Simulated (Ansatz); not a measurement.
# HgSe (F-43m) in Ansatz: notebook

The runs below take HgSe through single point, relaxation of cell and atoms, with PBE, RPBE+D3(BJ), PBEsol+D3(BJ).

Everything below comes from runs of Ansatz 0.2.0. Logs are shortened: lines on timing, memory, paths and dates and some standing lists are left out, and cuts for length are marked.

**1. The crystal as given**

Symmetry: F-43m, No. 216, cubic system. The conventional cell has a = 6.078 Å, b = 6.078 Å, c = 6.078 Å, α = 90.00°, β = 90.00°, γ = 90.00°. Around Hg (site symmetry -43m) lie 4 Se at 2.63 Å. Se (site symmetry -43m) is surrounded by 4 Hg at 2.63 Å.

**2. Single point, PBE**

Contents of input.yaml:

```yaml
crystal:
  lattice:
    - [0.0, 3.039, 3.039]
    - [3.039, 0.0, 3.039]
    - [3.039, 3.039, 0.0]
  atoms:
    - { symbol: Hg, position: [0.0, 0.0, 0.0] }
    - { symbol: Se, position: [0.75, 0.75, 0.75] }
kpoints:
  mp_grid: { grid: [8, 8, 8] }
scf:
  occupations: { method: gaussian, width: 0.018 }
hamiltonian:
  xc: pbe
  pseudopotentials: { kind: all_electron, lapw: { basis_error: 0.001 } }
output:
  forces: true
  stress: true
  eigenvalues: true
```

Potentials or basis: all-electron LAPW, scalar-relativistic.

The run is started by

```
> ansatz run input.yaml --threads 1 --pin off --max-ram 3072MiB --backend cpu --events-out ev --progress --plain --runs-dir out
```

The program printed:

```text
Warning: RAYON_NUM_THREADS=1 ignored (pool sized by the plan → 1); use --threads N
LAPW: plane waves up to 8.540 Å⁻¹, error target 1.0e-3 eV per atom; small_component_spin mean_spin; Se in spheres of 1.257 Å, 24 of its electrons in bands, Dirac shells []; Hg in spheres of 1.375 Å, 44 of its electrons in bands, Dirac shells [] (how accurate: hamiltonian.pseudopotentials.lapw.basis_error, Limitations)
Engine: ansatz 0.2.0, x86_64-unknown-linux-gnu
Pseudopotentials: kind: all_electron
Pseudopotential: Hg, LAPW, valence charge 44, lapw/all_electron/scalar/gaussian/Hg, Koelling and Harmon's equation, gaussian nucleus
Pseudopotential: Se, LAPW, valence charge 24, lapw/all_electron/scalar/gaussian/Se, Koelling and Harmon's equation, gaussian nucleus
Functional definition: PBE
  parameter kappa = 0.804
  parameter beta = 0.06672455060314922
  exchange = pbe_x(kappa = kappa, mu = beta*pi^2/3)
  correlation = pbe_c(beta = beta)
Crystal: 2 atoms, lattice volume = 56.133 Å³
Basis set: ecut = 277.8775817123589 eV, 609 PW (Γ), exchange–correlation at level 2
Bands: 41, of which v1, the nominal top of the filled ones, is band 34 counted from 1 (33 counted from 0)
Symmetry: 24 space group operations
Space group: F-43m (ITA 216), of the structure as read, at distance tolerance 3.8e-5 Å
k-points: 29 of 512 (time reversal used)
Non-local potential: Hg, projectors of the file, none
Non-local potential: Se, projectors of the file, none
Initial density: superposition of atomic densities (chi_scale 0.1, normalization cell, long waves kept (reshape's long-wave potential 0.00 eV rms))
Initial wavefunctions: plane waves of lowest kinetic energy (no species holds an atomic orbital)
Functional: x = pbe(κ = 0.804, μ = 0.2195149727645171), c = pbe(β = 0.06672455060314922)
iter 1 solved again at ethr=1.09e-3 eV; its pass at ethr=1.00e-1 eV (dr2=7.41e-1 eV) is discarded
SCF iter   1: F=—  HF=-599956.183729 eV  |F-HF|=—  |Δ(HF+E_count)|=         —  Δρ=2.58e-2  dr2=7.42e-1  ethr=1.09e-3  ⟨swp⟩=2.0  Hψ=7339  notcnv=0
preconditioner: auto → none  [insulator: Δε(μ)=0.707 eV  Ē_g=13.348 eV  σ=0.018 eV  W_gap=0.67  n_scr=14 (ndim 8)  ℏωp=21.0 eV  f_vac=0.332  D(μ)=0.33/eV (n_scr^D=0)  ε∞_Penn≈3.5]
iter 2 solved again at ethr=4.10e-5 eV; its pass at ethr=1.09e-3 eV (dr2=2.79e-2 eV) is discarded
SCF iter   2: F=—  HF=-599955.919455 eV  |F-HF|=—  |Δ(HF+E_count)|=   2.64e-1  Δρ=6.98e-3  dr2=2.79e-2  ethr=4.10e-5  ⟨swp⟩=2.0  Hψ=6289  notcnv=0
SCF iter   3: F=—  HF=-599955.875348 eV  |F-HF|=—  |Δ(HF+E_count)|=   4.41e-2  Δρ=4.06e-3  dr2=8.14e-3  ethr=4.10e-5  ⟨swp⟩=2.2  Hψ=3661  notcnv=0
SCF iter   4: F=—  HF=-599955.875118 eV  |F-HF|=—  |Δ(HF+E_count)|=         —  Δρ=1.16e-3  dr2=5.79e-4  ethr=1.20e-5  ⟨swp⟩=2.0  Hψ=3636  notcnv=0
the basis was enlarged: its passes take 42.3 KiB over the memory plan, 1 of 1 planned eigensolver slots
SCF iter   5: F=—  HF=-599955.875177 eV  |F-HF|=—  |Δ(HF+E_count)|=   5.90e-5  Δρ=1.55e-4  dr2=7.30e-6  ethr=8.51e-7  ⟨swp⟩=2.0  Hψ=3453  notcnv=0
SCF iter   6: F=—  HF=-599955.875183 eV  |F-HF|=—  |Δ(HF+E_count)|=   6.33e-6  Δρ=3.95e-5  dr2=7.29e-7  ethr=1.07e-8  ⟨swp⟩=3.0  Hψ=3511  notcnv=0
SCF iter   7: F=-599955.875184 eV  HF=-599955.875184 eV  |F-HF|=8.23e-8  |Δ(HF+E_count)|=   1.24e-6  Δρ=8.59e-6  dr2=2.74e-8  ethr=1.07e-9  ⟨swp⟩=3.0  Hψ=3621  notcnv=0
SCF 1 converged in 7 iterations: F = -599955.875184 eV  dr2 = 2.74e-8
SCF converged after 7 iterations
Free energy (F): -599955.875184 eV
Harris-Foulkes:  -599955.875184 eV  (|F-HF|=8.23e-8)
Internal energy: -599955.875130 eV  (E = F + TS)
E sigma→0 (E₀):  -599955.875157 eV
Entropy (-TS):   -0.000054 eV (-0.027 meV/atom)
Fermi energy:    10.476777 eV
--- Per-component energies (eV) ---
  E_band       = -6518.458686
  E_kinetic    = 678426.488623
  E_xc         = -12531.981044
  E_electrostatic = -1265850.382708  (all electrons and nuclei)
  E_smearing   = -0.000054  (= −TS)
  E_closure    = 0.000000  (closes the sum)
  E_atoms      = -599951.844418  (free atoms, spherical and without spin; not in F)
  Σ components = -599955.875184   (vs F -599955.875184, Δ=0.00e0)
  Basis errors (estimates in eV, not in F): energy 4.4e-4 per atom: plane waves 4.0e-4 (2.4e-4 summed), levels above the bands 0.0e0, relativity 5.8e-8, radial functions 3.9e-5, core shells 3.1e-8; eigenvalues (radial functions only) 1.5e-6; not estimated: angular momenta, meshes, grids; target (lapw.basis_error) 1.0e-3; muffin-tin radii Se 1.257 Å, Hg 1.375 Å
--- Forces (eV/Å), atoms counted from 1 ---
  atom   1  Hg     0.00000000    -0.00000000    -0.00000000
  atom   2  Se    -0.00000000     0.00000000    -0.00000000
  max |Σ_I F_I| component: 1.85e-17 eV/Å
--- Stress (GPa, compression-positive) ---
        4.724325       0.000000      -0.000000
        0.000000       4.724325       0.000000
       -0.000000       0.000000       4.724325
  P = ⅓ Tr σ = 4.7243 GPa (47.243 kbar)
--- Band table (eV; the first three rows and the last of 29) ---
  k-point 0: bands = ["-334.2476", "-334.2476", "-334.2451", "-334.2451", "-334.2451", "-197.3657", "-136.8324", "-136.8324", "-136.8324", "-104.0146", "-81.9469", "-81.9469", "-81.9469", "-81.9455", "-81.9455", "-81.9455", "-81.9439", "-52.4800", "-52.4800", "-52.4800", "-37.0452", "-37.0452", "-37.0452", "-37.0419", "-37.0419", "-3.0062", "3.2912", "3.2912", "3.2912", "4.0388", "4.0388", "9.5424", "10.4713", "10.4713", "10.4713", "15.9693", "15.9693", "15.9693", "18.9917", "21.8347", "21.8347"]
  k-point 1: bands = ["-334.2476", "-334.2476", "-334.2451", "-334.2451", "-334.2451", "-197.3657", "-136.8324", "-136.8324", "-136.8324", "-104.0146", "-81.9469", "-81.9469", "-81.9469", "-81.9455", "-81.9455", "-81.9455", "-81.9439", "-52.4801", "-52.4800", "-52.4800", "-37.0452", "-37.0451", "-37.0451", "-37.0419", "-37.0419", "-2.9393", "3.3200", "3.3219", "3.3219", "4.0365", "4.0365", "8.6264", "10.3119", "10.3119", "11.0909", "15.6295", "16.1865", "16.1865", "19.9759", "20.9378", "20.9378"]
  k-point 2: bands = ["-334.2476", "-334.2476", "-334.2451", "-334.2451", "-334.2451", "-197.3657", "-136.8324", "-136.8324", "-136.8324", "-104.0146", "-81.9469", "-81.9469", "-81.9469", "-81.9455", "-81.9455", "-81.9455", "-81.9439", "-52.4802", "-52.4800", "-52.4800", "-37.0452", "-37.0452", "-37.0452", "-37.0419", "-37.0419", "-2.7728", "3.3900", "3.3900", "3.4637", "4.0419", "4.0419", "7.2199", "9.9558", "9.9558", "11.5488", "15.8366", "16.5737", "16.5737", "20.0280", "20.6320", "20.6320"]
  k-point 28: bands = ["-334.2476", "-334.2476", "-334.2451", "-334.2451", "-334.2451", "-197.3657", "-136.8324", "-136.8324", "-136.8324", "-104.0146", "-81.9469", "-81.9469", "-81.9469", "-81.9455", "-81.9455", "-81.9455", "-81.9439", "-52.4803", "-52.4803", "-52.4802", "-37.0453", "-37.0452", "-37.0452", "-37.0419", "-37.0418", "-2.3641", "3.5854", "3.6911", "3.9581", "3.9840", "4.6600", "5.1698", "7.7217", "8.0469", "14.1013", "15.6069", "16.5678", "17.9402", "20.7005", "22.8501", "22.9598"]
```

Run time: 20 s. Hardware: 1 thread of Intel Xeon Platinum 8175M at 2.50GHz (Skylake/Cascade Lake), shared host; peak memory 0.36 GiB.

What came out:

```
Free energy            : -599955.8752 eV
Pressure               : 4.7 GPa
Band gap on the k mesh : none (metal or under the smearing width)
```

Levels at points of the mesh, in eV from the Fermi level:
| k point | band 30 | band 31 | band 32 | band 33 | band 34 | band 35 | band 36 | band 37 | band 38 | band 39 |
| --- | --- | --- | --- | --- | --- | --- | --- | --- | --- | --- |
| (0.00, 0.00, 0.00) | -6.44 | -6.44 | -0.93 | -0.01 | -0.01 | -0.01 | 5.49 | 5.49 | 5.49 | 8.51 |
| (0.00, 0.00, -0.50) | -6.39 | -6.11 | -5.53 | -0.98 | -0.98 | 1.12 | 6.26 | 6.26 | 6.99 | 9.21 |
| (0.00, -0.50, -0.50) | -6.32 | -6.07 | -5.10 | -2.31 | -2.31 | 2.79 | 3.00 | 8.45 | 9.86 | 9.86 |

Spin-orbit coupling is left out, which matters for the levels of Hg.

**3. Single point, PBE**

input.yaml, as its differences from that of step 2:

```diff
@@ -11,3 +11,3 @@
 scf:
-  occupations: { method: gaussian, width: 0.018 }
+  occupations: { method: gaussian, width: 0.012 }
 hamiltonian:
```

Potentials or basis: all-electron LAPW, scalar-relativistic.

The run is started by

```
> ansatz run input.yaml --threads 1 --pin off --max-ram 3072MiB --backend cpu --events-out ev --progress --plain --runs-dir out
```

Run time: 20 s. Hardware: 1 thread of Intel Xeon Platinum 8175M at 2.50GHz (Skylake/Cascade Lake), shared host; peak memory 0.37 GiB.

It converged, with:

```
Free energy            : -599955.8752 eV
Pressure               : 4.7 GPa
Band gap on the k mesh : none (metal or under the smearing width)
```

Levels at points of the mesh, in eV from the Fermi level:
```
             k point  band 30  band 31  band 32  band 33  band 34  band 35  band 36  band 37  band 38  band 39
  (0.00, 0.00, 0.00)    -6.44    -6.44    -0.93     0.00     0.00     0.00     5.49     5.49     5.49     8.52
 (0.00, 0.00, -0.50)    -6.39    -6.11    -5.52    -0.98    -0.98     1.12     6.26     6.26     7.00     9.22
(0.00, -0.50, -0.50)    -6.32    -6.06    -5.10    -2.31    -2.31     2.79     3.00     8.45     9.86     9.86
```

Spin-orbit coupling is left out, which matters for the levels of Hg.

**4. Relaxation of cell and atoms, RPBE+D3(BJ)**

input.yaml, as its differences from that of step 3:

```diff
@@ -11,5 +11,6 @@
 scf:
-  occupations: { method: gaussian, width: 0.012 }
+  occupations: { method: fermi_dirac, width: 0.05 }
 hamiltonian:
-  xc: pbe
+  xc: rpbe
+  dispersion: d3bj
   pseudopotentials: { kind: all_electron, lapw: { basis_error: 0.001 } }
@@ -18,2 +19,5 @@
   stress: true
-  eigenvalues: true
+relax:
+  f_tol: 0.005
+  max_steps: 60
+  cell: {}
```

The run is started by

```
> ansatz run input.yaml --threads 1 --pin off --max-ram 3072MiB --backend cpu --events-out ev --progress --plain --runs-dir out
```

Run time: 61 s. Hardware: 1 thread of Intel Xeon Platinum 8175M at 2.50GHz (Skylake/Cascade Lake), shared host; peak memory 0.41 GiB.

Results (log left out):

```
Free energy                            : -599979.2785 eV
Relaxed volume                         : 26.91 Å³/atom
Relaxed cell                           : a = 4.238 Å, b = 4.238 Å, c = 4.238 Å, α = 60.00°, β = 60.00°, γ = 60.00°
Space group after relaxing (to 0.05 Å) : F-43m (No. 216)
Energy gained by relaxing              : 9.0 meV/atom
Ionic steps                            : 5
Pressure after relaxing                : 0.0 GPa
```

The path:
```
step  energy change (eV)  largest force (eV/Å)  volume (Å³)
   1              0.0000                0.0000        56.13
   2             -0.0152                0.0000        52.96
   3             -0.0179                0.0000        53.88
   4             -0.0179                0.0000        53.82
   5             -0.0179                0.0000        53.82
```

Final structure:
```
Hg Se
1.0
     0.00000    2.99661    2.99661
     2.99661    0.00000    2.99661
     2.99661    2.99661    0.00000
Hg Se
1 1
Direct
  0.00000 0.00000 0.00000
  0.75000 0.75000 0.75000
```

**5. Relaxation of cell and atoms, PBEsol+D3(BJ)**

input.yaml, as its differences from that of step 4:

```diff
@@ -13,3 +13,3 @@
 hamiltonian:
-  xc: rpbe
+  xc: pbesol
   dispersion: d3bj
```

The run is started by

```
> ansatz run input.yaml --threads 1 --pin off --max-ram 3072MiB --backend cpu --events-out ev --progress --plain --runs-dir out
```

Run time: 45 s. Hardware: 1 thread of Intel Xeon Platinum 8175M at 2.50GHz (Skylake/Cascade Lake), shared host; peak memory 0.41 GiB.

The run converged. Its results:

* Free energy: -599766.2699 eV
* Relaxed volume: 27.94 Å³/atom
* Relaxed cell: a = 4.291 Å, b = 4.291 Å, c = 4.291 Å, α = 60.00°, β = 60.00°, γ = 60.00°
* Space group after relaxing (to 0.05 Å): F-43m (No. 216)
* Energy gained by relaxing: 0.1 meV/atom
* Ionic steps: 4
* Pressure after relaxing: 0.0 GPa

Step by step:
```tsv
step	energy change (eV)	largest force (eV/Å)	volume (Å³)
1	0.0000	0.0000	56.13
2	-0.0002	0.0000	55.78
3	-0.0002	0.0000	55.87
4	-0.0002	0.0000	55.87
```

Final structure:
```xyz
2
Lattice="0.0000 3.0343 3.0343 3.0343 0.0000 3.0343 3.0343 3.0343 0.0000" Properties=species:S:1:pos:R:3 pbc="T T T"
Hg    0.0000    0.0000    0.0000
Se    4.5514    4.5514    4.5514
```

Spin-orbit coupling is left out, which matters for the levels of Hg.

**6. Summary**

```tsv
task	level	cell	cutoff (eV)	smearing	gap on the mesh (eV)	pressure (GPa)	relaxed volume (Å³/atom)
single point	PBE	as given	278	gaussian 0.018 eV	none	4.7	-
single point	PBE	as given	278	gaussian 0.012 eV	none	4.7	-
relaxation of cell and atoms	RPBE+D3(BJ)	relaxed	-	fermi-dirac 0.05 eV	-	0.0	26.91
relaxation of cell and atoms	PBEsol+D3(BJ)	relaxed	-	fermi-dirac 0.05 eV	-	0.0	27.94
```

Alike in all rows: potentials or basis all-electron LAPW, scalar-relativistic; no spin polarisation; k mesh 8 × 8 × 8; basis error allowed 0.001 eV/atom.

Compare energies only between runs with the same functional and basis.
